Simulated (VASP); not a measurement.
**Input and output of a VASP PBE single-point calculation on Te$_{2}$Mo (strained 2H (MoS2) bulk)**

INCAR

```
GGA = PE
ISMEAR = -1
ENCUT = 520
LREAL = .FALSE.
PREC = Accurate
ISIF = 2
LWAVE = .FALSE.
NELM = 120
EDIFF = 1E-7
LCHARG = .FALSE.
NBANDS = 35
NSW = 0
IBRION = -1
LASPH = .TRUE.
SIGMA = 0.02
```

KPOINTS

```
KPOINTS created by Atomic Simulation Environment
0
Gamma
12 12 2
0 0 0
```

KPOINTS_OPT

```
special points
7
Reciprocal
0.0000000000 0.0000000000 0.0000000000 1
0.5000000000 0.0000000000 0.0000000000 1
0.3333333333 0.3333333333 0.0000000000 1
0.0000000000 0.0000000000 0.5000000000 1
0.5000000000 0.0000000000 0.5000000000 1
0.3333333333 0.3333333333 0.5000000000 1
0.1979170000 0.1953130000 0.0000000000 1
```

POSCAR

```
Mo Te
 1.0000000000000000
     3.5775524569306958    0.0000000000288675    0.0000000000000000
    -1.7887762284903479    3.0982513110589829    0.0000000000000000
     0.0000000000000000    0.0000000000000000   14.3184386859000004
 Mo  Te
   2   4
Cartesian
 -0.0000000000166667  2.0655008740489444  3.5796096714749996
  1.7887762284570148  1.0327504370389060 10.7388290144249989
  1.7887762284570148  1.0327504370389060  5.3634297060525205
  1.7887762284570148  1.0327504370389060  1.7957896368974808
 -0.0000000000166667  2.0655008740489444 12.5226490490025171
 -0.0000000000166667  2.0655008740489444  8.9550089798474808
```

VASP ran with the recommended PBE PAW datasets (52 valence electrons in the cell).

Command

```
mpirun -np 1 vasp_std
```

OSZICAR

```
N       E                     dE             d eps       ncg     rms          rms(c)
DAV:   1     0.391141796678E+03    0.39114E+03   -0.26947E+04  3044   0.132E+03
DAV:   2    -0.151320799943E+02   -0.40627E+03   -0.39321E+03  3281   0.312E+02
DAV:   3    -0.367912138738E+02   -0.21659E+02   -0.21072E+02  3261   0.620E+01
DAV:   4    -0.373289701170E+02   -0.53776E+00   -0.53525E+00  3094   0.959E+00
DAV:   5    -0.373436738103E+02   -0.14704E-01   -0.14700E-01  3415   0.163E+00    0.206E+01
DAV:   6    -0.366198575059E+02    0.72382E+00   -0.63512E+00  2887   0.139E+01    0.896E+00
DAV:   7    -0.364686946734E+02    0.15116E+00   -0.51612E+00  2774   0.113E+01    0.618E+00
DAV:   8    -0.360486523847E+02    0.42004E+00   -0.87448E-01  2804   0.524E+00    0.247E+00
DAV:   9    -0.360505516177E+02   -0.18992E-02   -0.21751E-01  3088   0.214E+00    0.100E+00
DAV:  10    -0.360434485940E+02    0.71030E-02   -0.31070E-02  2843   0.104E+00    0.359E-01
DAV:  11    -0.360437981743E+02   -0.34958E-03   -0.18301E-03  3039   0.198E-01    0.187E-01
DAV:  12    -0.360438116555E+02   -0.13481E-04   -0.98126E-05  3031   0.455E-02    0.176E-01
DAV:  13    -0.360437611760E+02    0.50480E-04   -0.23362E-04  2881   0.822E-02    0.277E-02
DAV:  14    -0.360437614018E+02   -0.22581E-06   -0.17950E-05  3381   0.187E-02    0.222E-02
DAV:  15    -0.360437620484E+02   -0.64654E-06   -0.10088E-06  2571   0.460E-03    0.117E-02
DAV:  16    -0.360437619743E+02    0.74041E-07   -0.77198E-07  2787   0.444E-03
   1 F= -.36043762E+02 E0= -.36043762E+02  d E =-.378056E-10
       N       E                     dE             ncg
DAV:   1     0.170080426711E+04   -0.85974E+04      562
DAV:   2    -0.114460158188E+04   -0.28454E+04      619
DAV:   3    -0.128881925132E+04   -0.14422E+03      617
DAV:   4    -0.129202550650E+04   -0.32063E+01      588
DAV:   5    -0.129210568150E+04   -0.80175E-01      621
DAV:   6    -0.129210789502E+04   -0.22135E-02      598
DAV:   7    -0.129210797836E+04   -0.83339E-04      600
DAV:   8    -0.129210798287E+04   -0.45132E-05      555
DAV:   9    -0.129210798314E+04   -0.26371E-06      440
DAV:  10    -0.129210798315E+04   -0.13919E-07      368
```

From OUTCAR

```
k-points           NKPTS =     38   k-points in BZ     NKDIM =     38   number of bands    NBANDS=     35

   NELECT =      52.0000    total number of electrons

   dimension x,y,z NGX =    28 NGY =   28 NGZ =  108
   dimension x,y,z NGXF=    56 NGYF=   56 NGZF=  216

  energy-cutoff  :      520.00
  volume of cell :      158.71
      direct lattice vectors                 reciprocal lattice vectors
     3.577552457  0.000000000  0.000000000     0.279520709  0.161381357  0.000000000
    -1.788776228  3.098251311  0.000000000    -0.000000000  0.322762713  0.000000000
     0.000000000  0.000000000 14.318438686     0.000000000  0.000000000  0.069840017

 k-points in reciprocal lattice and weights: KPOINTS created by Atomic Simulation Env
   0.00000000  0.00000000  0.00000000       0.003
   0.08333333  0.00000000  0.00000000       0.021
   0.16666667  0.00000000  0.00000000       0.021
   0.25000000 -0.00000000  0.00000000       0.021
   0.33333333  0.00000000  0.00000000       0.021
   0.41666667  0.00000000  0.00000000       0.021
   0.50000000 -0.00000000  0.00000000       0.010
   0.08333333  0.08333333  0.00000000       0.021
   ...

 E-fermi :   7.8162

 k-point     1 :       0.0000    0.0000    0.0000
  band No.  band energies     occupation
      1     -53.4408      2.00000
      2     -53.4408      2.00000
      3     -27.5749      2.00000
      4     -27.5749      2.00000
      5     -27.4974      2.00000
      6     -27.4974      2.00000
      7     -27.4974      2.00000
      8     -27.4974      2.00000
      9      -5.3815      2.00000
     10      -5.1702      2.00000
     11      -4.4594      2.00000
     12      -4.1154      2.00000
     13       1.8205      2.00000
     14       2.8348      2.00000
     15       4.6820      2.00000
     16       5.4988      2.00000
     17       5.4988      2.00000
     18       5.5098      2.00000
     19       5.5098      2.00000
     20       6.2869      2.00000
     21       6.2869      2.00000
     22       6.3118      2.00000
     23       6.3118      2.00000
     24       6.5600      2.00000
     25       6.9946      2.00000
     26       7.4303      2.00000
     27      10.1852      0.00000
     28      10.1852      0.00000
     29      10.2723      0.00000
     30      10.2723      0.00000
     31      10.4388      0.00000
     32      10.4388      0.00000
     33      10.6131      0.00000
     34      10.6131      0.00000
     35      12.7666      0.00000

 k-point     2 :       0.0833    0.0000    0.0000
  band No.  band energies     occupation
      1     -53.4403      2.00000
      2     -53.4403      2.00000
      3     -27.5732      2.00000
      4     -27.5732      2.00000
      5     -27.5047      2.00000
      6     -27.5047      2.00000
      7     -27.4991      2.00000
      8     -27.4991      2.00000
      9      -5.2895      2.00000
     10      -5.0793      2.00000
     11      -4.3938      2.00000
     12      -4.0566      2.00000
     13       1.9231      2.00000
     14       2.9325      2.00000
     15       4.6089      2.00000
     16       5.2870      2.00000
     17       5.3055      2.00000
     18       5.5721      2.00000
     19       5.5876      2.00000
     20       5.9397      2.00000
     21       6.1600      2.00000
     22       6.1898      2.00000
     23       6.3147      2.00000
     24       6.5754      2.00000
     25       7.1863      2.00000
     26       7.3340      2.00000
     27       9.8550      0.00000
     28       9.9099      0.00000
     29      10.0227      0.00000
     30      10.0938      0.00000
     31      10.2243      0.00000
     32      10.2489      0.00000
     33      10.3843      0.00000
     34      10.4277      0.00000
     35      13.2202      0.00000

 k-point     3 :       0.1667    0.0000    0.0000
  band No.  band energies     occupation
      1     -53.4389      2.00000
      2     -53.4389      2.00000
      3     -27.5688      2.00000
      4     -27.5688      2.00000
      5     -27.5248      2.00000
      6     -27.5248      2.00000
      7     -27.5038      2.00000
      8     -27.5038      2.00000
      9      -5.0224      2.00000
     10      -4.8166      2.00000
     11      -4.2035      2.00000
     12      -3.8869      2.00000
     13       2.2105      2.00000
     14       3.1952      2.00000
     15       4.4016      2.00000
     16       4.7173      2.00000
     17       4.7715      2.00000
     18       5.3113      2.00000
     19       5.7798      2.00000
     20       5.8083      2.00000
     21       5.8490      2.00000
     22       5.8901      2.00000
     23       6.1950      2.00000
     24       6.5743      2.00000
     25       7.0113      2.00000
     26       7.1022      2.00000
     27       9.1557      0.00000
     28       9.3768      0.00000
     29       9.4830      0.00000
     30       9.6350      0.00000
     31       9.7475      0.00000
     32       9.9761      0.00000
     33      10.3992      0.00000
     34      10.6240      0.00000
     35      13.5876      0.00000

 k-point     4 :       0.2500   -0.0000    0.0000
  band No.  band energies     occupation
      1     -53.4369      2.00000
      2     -53.4369      2.00000
      3     -27.5627      2.00000
      4     -27.5627      2.00000
      5     -27.5520      2.00000
      6     -27.5520      2.00000
      7     -27.5101      2.00000
      8     -27.5101      2.00000
      9      -4.6098      2.00000
     10      -4.4150      2.00000
     11      -3.9108      2.00000
     12      -3.6308      2.00000
     13       2.5930      2.00000
     14       3.4390      2.00000
     15       3.9483      2.00000
     16       4.0322      2.00000
     17       4.1435      2.00000
     18       4.5393      2.00000
     19       5.4845      2.00000
     20       5.5372      2.00000
     21       5.8672      2.00000
     22       6.0813      2.00000
     23       6.1341      2.00000
     24       6.4387      2.00000
     25       6.5773      2.00000
     26       6.6227      2.00000
     27       8.6105      0.00000
     28       9.1689      0.00000
     29       9.2448      0.00000
     30       9.2828      0.00000
     31       9.4587      0.00000
     32      10.0212      0.00000
     33      10.5407      0.00000
     34      10.8574      0.00000
     35      13.5546      0.00000

 k-point     5 :       0.3333    0.0000    0.0000
  band No.  band energies     occupation
      1     -53.4350      2.00000
      2     -53.4350      2.00000
      3     -27.5791      2.00000
      4     -27.5791      2.00000
      5     -27.5567      2.00000
      6     -27.5567      2.00000
      7     -27.5165      2.00000
      8     -27.5165      2.00000
      9      -4.1144      2.00000
     10      -3.9439      2.00000
     11      -3.5637      2.00000
     12      -3.3395      2.00000
     13       2.6541      2.00000
     14       2.9541      2.00000
     15       3.4593      2.00000
     16       3.4849      2.00000
     17       3.7178      2.00000
     18       4.0924      2.00000
     19       5.1676      2.00000
     20       5.2292      2.00000
     21       5.6140      2.00000
     22       6.1903      2.00000
     23       6.2310      2.00000
     24       6.3967      2.00000
     25       6.4022      2.00000
     26       6.4983      2.00000
     27       8.5451      0.00000
     28       8.8518      0.00000
     29       9.0131      0.00000
     30       9.0738      0.00000
     31       9.5569      0.00000
     32      10.6092      0.00000
     33      10.6261      0.00000
     34      11.0185      0.00000
     35      12.3678      0.00000

 k-point     6 :       0.4167    0.0000    0.0000
  band No.  band energies     occupation
      1     -53.4336      2.00000
      2     -53.4336      2.00000
      3     -27.5988      2.00000
      4     -27.5988      2.00000
      5     -27.5522      2.00000
      6     -27.5522      2.00000
      7     -27.5211      2.00000
      8     -27.5211      2.00000
      9      -3.6612      2.00000
     10      -3.5346      2.00000
     11      -3.2514      2.00000
     12      -3.1025      2.00000
     13       2.0952      2.00000
     14       2.3002      2.00000
     15       2.9645      2.00000
     16       3.0768      2.00000
     17       3.5773      2.00000
     18       4.1803      2.00000
     19       4.9576      2.00000
     20       5.0247      2.00000
     21       5.5678      2.00000
     22       5.8966      2.00000
     23       6.3002      2.00000
     24       6.4848      2.00000
     25       6.6449      2.00000
     26       6.8002      2.00000
     27       8.6248      0.00000
     28       8.7099      0.00000
     29       8.7115      0.00000
     30       9.0517      0.00000
     31       9.8911      0.00000
     32      10.6624      0.00000
     33      11.0888      0.00000
     34      11.1032      0.00000
     35      11.3396      0.00000

 ...

  Total       -0.0978592     -0.0978592      2.1970939     -0.0000000     -0.0000000      0.0000000
  in kB       -0.9879019     -0.9879019     22.1799666     -0.0000000     -0.0000000      0.0000000
  external PRESSURE =       6.7347210 kB  Pullay stress =       0.0000000 kB

 POSITION                                       TOTAL-FORCE (eV/Angst)
 -----------------------------------------------------------------------------------
     -0.00000      2.06550      3.57961         0.000000     -0.000000      0.000000
      1.78878      1.03275     10.73883        -0.000000      0.000000      0.000000
      1.78878      1.03275      5.36343        -0.000000      0.000000      0.201671
      1.78878      1.03275      1.79579        -0.000000     -0.000000     -0.201671
     -0.00000      2.06550     12.52265         0.000000      0.000000      0.201671
     -0.00000      2.06550      8.95501         0.000000     -0.000000     -0.201671
 -----------------------------------------------------------------------------------
    total drift:                                0.000000      0.000000     -0.000000

  FREE ENERGIE OF THE ION-ELECTRON SYSTEM (eV)
  ---------------------------------------------------
  free  energy   TOTEN  =       -36.0437619743 eV

  energy  without entropy=      -36.0437619743  energy(sigma->0) =      -36.04376197
```

```
gap between bands v and c : 0.79 eV
least direct gap          : 0.94 eV
pressure                  : 0.7 GPa
largest force             : 0.20 eV/Å
```

Band v is the last that the valence electrons fill when counted band by band, and c is the next.

The run took about 3.6 min on one core of a shared host (Intel Xeon Platinum 8488C) and held 0.46 GiB at most.
